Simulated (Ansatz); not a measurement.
**Convergence test, Sc2Al**

The calculation used DFT r2SCAN, scalar-relativistic, plane waves, PAW (Ansatz).

```cif
data_structure
_symmetry_space_group_name_H-M 'P 1'
_symmetry_Int_Tables_number 1
_cell_length_a 4.8980
_cell_length_b 4.9308
_cell_length_c 6.1751
_cell_angle_alpha 89.638
_cell_angle_beta 91.185
_cell_angle_gamma 120.632
_cell_volume 128.30
loop_
_atom_site_label
_atom_site_type_symbol
_atom_site_fract_x
_atom_site_fract_y
_atom_site_fract_z
_atom_site_occupancy
Sc1 Sc 0.00114 0.97790 0.99941 1
Sc2 Sc 0.02001 0.00552 0.49207 1
Sc3 Sc 0.32847 0.67889 0.75677 1
Sc4 Sc 0.66019 0.32984 0.26154 1
Al1 Al 0.32621 0.65744 0.24439 1
Al2 Al 0.66273 0.30650 0.73471 1
```

```json
{
 "plane-wave cutoff": "500 eV",
 "occupation rule": "Gaussian smearing, 0.1 eV",
 "spin treatment": "unpolarised"
}
```

The atoms stay fixed while the k-point mesh is varied. ΔE is the energy extrapolated to zero smearing, less that of the reference run (8×8×6). The cell was strained and its atoms displaced at random, so that forces don't vanish. The meshes are Γ-centred. Pressure is positive in compression.

Times are rough; the reference took 5.4 min on 1 thread of Intel(R) Xeon(R) Processor @ 2.50GHz (Skylake/Cascade Lake), with other jobs on the host, peak memory 1.1 GiB.

Question: One run gave ΔE = -3.41 meV/atom and P = 0.15 GPa. Which k-point mesh did it use, of 1×1×1, 2×2×1, 2×2×2, 4×4×2, 4×4×4, 6×6×4?

Answer: 4×4×4. All runs:

```csv
mesh,ΔE (meV/atom),P (GPa),largest change of a force component (eV/Å),irreducible points,wall time (s)
1×1×1,180,-9.23,0.529,1,15
2×2×1,68.4,1.54,0.361,4,19
2×2×2,24.7,0.68,0.170,8,21
4×4×2,-5.97,0.12,0.046,20,37
4×4×4,-3.41,0.15,0.022,36,61
6×6×4,-1.16,0.21,0.014,76,120
8×8×6,0.00,0.23,0.000,196,330
```